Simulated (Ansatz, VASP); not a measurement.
# Ta2O5: VASP beside Ansatz, part 2 of 2

One calculation is typed for both programs; each brings its own data sets. How far apart do they land? The cell is taken from a series of runs on this material, whose earlier steps may have relaxed, scaled, displaced or heated it; both programs get it as it stands.

VASP 6.6.1 and Ansatz 0.2.0.

So far: The starting structure; Ansatz: single point, HSE06; VASP: single point, HSE06.

### 3. VASP: single point, HSE06 (continued)

Level of this step: HSE06; plane waves and PAW (Ta_pv, O) (VASP).

Numbers of over 12 decimals in the logs are rounded to 6 here.

Parts of OUTCAR (step 3):

```text
ion  position               nearest neighbor table
   1  0.649  0.000  0.792-   7 1.91   3 1.93   3 1.93   5 1.98   5 2.00   6 2.20   2 3.31   2 3.34

  LATTYP: Found a simple monoclinic cell.
 ALAT       =     3.8414080139
 B/A-ratio  =     1.0055468557
 C/A-ratio  =     1.7643530617
 COS(beta)  =    -0.2683755528

 Subroutine GETGRP returns: Found  4 space group operations
 (whereof  4 operations were pure point group operations)

The static configuration has the point symmetry C_2h.

 Found     18 irreducible k-points:

   k-points           NKPTS =     18   k-points in BZ     NKDIM =     32   number of bands    NBANDS=     33

   dimension x,y,z NGX =    30 NGY =   30 NGZ =   50
   dimension x,y,z NGXF=    60 NGYF=   60 NGZF=  100

   ENCUT  =  520.0 eV  38.22 Ry    6.18 a.u.   7.14  7.18 12.60*2*pi/ulx,y,z

   NELECT =      52.0000    total number of electrons

 k-points in reciprocal lattice and weights: Automatic mesh
   0.00000000  0.00000000  0.00000000       0.031
   0.25000000  0.00000000  0.00000000       0.062
   0.50000000  0.00000000  0.00000000       0.031
   0.00000000  0.25000000  0.00000000       0.062
   0.25000000  0.25000000  0.00000000       0.125
   0.50000000  0.25000000  0.00000000       0.062
   0.00000000  0.50000000  0.00000000       0.031
   0.25000000  0.50000000  0.00000000       0.062
   0.50000000  0.50000000  0.00000000       0.031
[...]
0.25000000  0.50000000  0.50000000       0.062
   0.50000000  0.50000000  0.50000000       0.031

  exchange ACFDT corr.  =         0.00000000  see jH, gK, PRB 81, 115126

 average (electrostatic) potential at core
       1 -37.4890       2 -37.4890       3 -66.2700       4 -66.2700       5 -67.2735
       6 -67.2735       7 -67.2152

 E-fermi :   0.0660

 k-point     1 :       0.0000    0.0000    0.0000
  band No.  band energies     occupation
    ...
     22      -1.1360      2.00000
     23      -1.1198      2.00000
     24      -0.8734      2.00000
     25      -0.7561      2.00000
     26      -0.6284      2.00000
     27       3.5293      0.00000
     28       3.9629      0.00000
     29       4.1287      0.00000
     30       5.7821      0.00000
     31       5.7993      0.00000
    ...

 k-point     2 :       0.2500    0.0000    0.0000
  band No.  band energies     occupation
    ...
     22      -1.4071      2.00000
     23      -1.3684      2.00000
     24      -1.0690      2.00000
     25      -0.9588      2.00000
     26      -0.7564      2.00000
     27       3.9335      0.00000
     28       4.4905      0.00000
     29       4.7306      0.00000
     30       4.8682      0.00000
     31       6.1235      0.00000
    ...

 k-point     3 :       0.5000    0.0000    0.0000
  band No.  band energies     occupation
    ...
     22      -1.6035      2.00000
     23      -1.3912      2.00000
     24      -1.3572      2.00000
     25      -1.0103      2.00000
     26      -0.8033      2.00000
     27       3.8281      0.00000
     28       4.5104      0.00000
     29       5.4178      0.00000
     30       6.0458      0.00000
     31       6.3400      0.00000
    ...

  Total       -0.4222665     -1.5770704     -1.1662281      0.0000000      0.0000000     -0.1984371
  in kB       -6.9834511    -26.0816164    -19.2871002      0.0000000      0.0000000     -3.2817569
  external PRESSURE =     -17.4507226 kB  Pullay stress =       0.0000000 kB

  energy-cutoff  :      520.00
  volume of cell :       96.88
      direct lattice vectors                 reciprocal lattice vectors
     3.841408014  0.000000000  0.000000000     0.260321215  0.000000000  0.072524456
     0.000000000  3.862715750  0.000000000     0.000000000  0.258885216  0.000000000
    -1.818942145  0.000000000  6.528959420     0.000000000  0.000000000  0.153163764

 POSITION                                       TOTAL-FORCE (eV/Angst)
 -----------------------------------------------------------------------------------
      1.05110      0.00000      5.17056        -0.002980      0.000000     -0.182572
      0.97136      0.00000      1.35840         0.002980      0.000000      0.182572
      1.08297      1.93136      5.21640         0.015466      0.000000     -0.023012
      0.93950      1.93136      1.31256        -0.015466      0.000000      0.023012
     -0.85737      0.00000      5.69011        -0.011038      0.000000     -0.020009
      2.87984      0.00000      0.83885         0.011038      0.000000      0.020009
      1.01123      0.00000      3.26448         0.000000      0.000000      0.000000
 -----------------------------------------------------------------------------------
    total drift:                                0.000000     -0.000000     -0.000000

  FREE ENERGIE OF THE ION-ELECTRON SYSTEM (eV)
  ---------------------------------------------------
  free  energy   TOTEN  =       -82.6021465472 eV

  energy  without entropy=      -82.6021465472  energy(sigma->0) =      -82.60214655

 total charge
# of ion       s       p       d       tot
------------------------------------------
    1        0.355   6.374   1.980   8.708
    2        0.355   6.374   1.980   8.708
    3        1.576   3.559   0.000   5.135
    4        1.576   3.559   0.000   5.135
    5        1.565   3.593   0.000   5.159
    6        1.565   3.593   0.000   5.159
    7        1.574   3.569   0.000   5.143
--------------------------------------------------
tot          8.565  30.621   3.959  43.146

[... 3 further parts left out ...]
```

The k-mesh is coarse for exact exchange; levels may shift by about 0.1 eV on a finer one.

### 4. Comparison

Known differences besides the potentials themselves: exact exchange at q = 0 is treated differently, which shows on coarse meshes; VASP keeps PBE cores, Ansatz makes them for the functional; fixed occupations in Ansatz, narrow Gaussian smearing in VASP; the data sets hold 56 valence electrons in Ansatz (on its PAW soft_1 files) and 52 in VASP; the cutoff is 420 eV in Ansatz and 520 eV in VASP; VASP takes a coarser grid for exact exchange (PRECFOCK = Fast). Total energies have different zeros and are not compared.

Compared:

```tsv
quantity	Ansatz	VASP	difference
gap on the k mesh (eV)	3.655	3.554	+0.101
```

A gap on the mesh is an upper bound, since the band edges may lie between its points; neither run holds spin-orbit coupling, which can move the band edges of a compound of Ta.

### 5. What came out

```
difference in gap on the k mesh (single point, HSE06) : 0.10 eV
```

The difference in gap on the k mesh is 0.10 eV (single point, HSE06), beyond the 0.08 eV picked in this series as the mark of a large difference. The data sets hold unlike numbers of valence electrons (56 in Ansatz and 52 in VASP), so part of the differences comes from the potentials. What causes the difference of the single point, HSE06 pair stays open here. Such differences can come from data sets, numerical settings and the points named under the comparisons, not from the functional's error against experiment.

[Lines on the potential files, build, host, timing and source positions are cut from VASP's logs without a mark.]

[Logs are printed without paths, hosts, clocks, repeated set-up lines and the standing remarks that a program may print on its own settings, such as how far it seeks lower states.]

[Hosts, paths, dates, database ids (printed as entryN), source tags and the programs' standing remarks are cut or masked in the printed files.]
